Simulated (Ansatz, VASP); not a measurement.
This is a calculation of Se for VASP 6.6.1.

INCAR

```
SYSTEM = Se
ALGO = Normal
EDIFF = 1E-7
ENCUT = 520
ISIF = 2
ISMEAR = 0
LASPH = .True.
LCHARG = .True.
LELF = .True.
LREAL = .False.
LVHAR = .True.
LWAVE = .False.
NBANDS = 13
NELM = 60
PREC = Accurate
SIGMA = 0.05
```

The input KPOINTS:

```
k-points
0
Gamma
  10 10 6
  0 0 0
```

Contents of POSCAR:

```
Se
1.0
    1.3942694300     -4.0390027650      0.0000000000
    1.3942694300      4.0390027650      0.0000000000
    0.0000000000      0.0000000000      4.6134314000
Se
2
Direct
    0.9356553200      0.0643446800      0.2500000000
    0.0643446800      0.9356553200      0.7500000000
```

Potentials or basis: VASP PAW LDA potentials, release 64 (Se).

The run is started by

```bash
$ cat potpaw_LDA.64/Se/POTCAR > POTCAR
$ mpirun -np 1 vasp_std > vasp.out
```

**Question.** Set up the same calculation for Ansatz 0.2.0. Potentials there: all-electron LAPW, scalar-relativistic.

**Answer.** As run (the cutoff follows the program's own potentials):

input.yaml

```yaml
crystal:
  lattice:
    - [1.39426943, -4.039002765, 0.0]
    - [1.39426943, 4.039002765, 0.0]
    - [0.0, 0.0, 4.6134314]
  atoms:
    - { symbol: Se, position: [0.93565532, 0.06434468, 0.25] }
    - { symbol: Se, position: [0.06434468, 0.93565532, 0.75] }
kpoints:
  mp_grid: { grid: [10, 10, 6] }
scf:
  occupations: { method: gaussian, width: 0.05 }
hamiltonian:
  xc: lda
  pseudopotentials: { kind: all_electron, lapw: { basis_error: 0.001 } }
output:
  forces: true
  stress: true
  eigenvalues: true
```

Potentials or basis: all-electron LAPW, scalar-relativistic.

Run with:

```bash
$ ansatz run input.yaml --threads 1 --pin off --max-ram 3072MiB --backend cpu --events-out ev --progress --plain --runs-dir out
```

Both were run:

|  | VASP | Ansatz | Ansatz less VASP |
| --- | --- | --- | --- |
| gap on the k mesh at the Fermi level (eV) | none | none | - |
| pressure (GPa) | -2.5 | -2.6 | -0.13 |
| largest component of the traceless stress (GPa) | 1.40 | 1.38 | -0.024 |
| rms of the force components (eV/Å) | 0.075 | 0.085 | +0.0096 |

Atom by atom the forces differ by 0.010 eV/Å (rms over components). A gap of «none» marks a metal or a gap that the smearing closes. Ansatz ran all-electron here, so the differences hold the error of VASP's frozen core and of both bases.
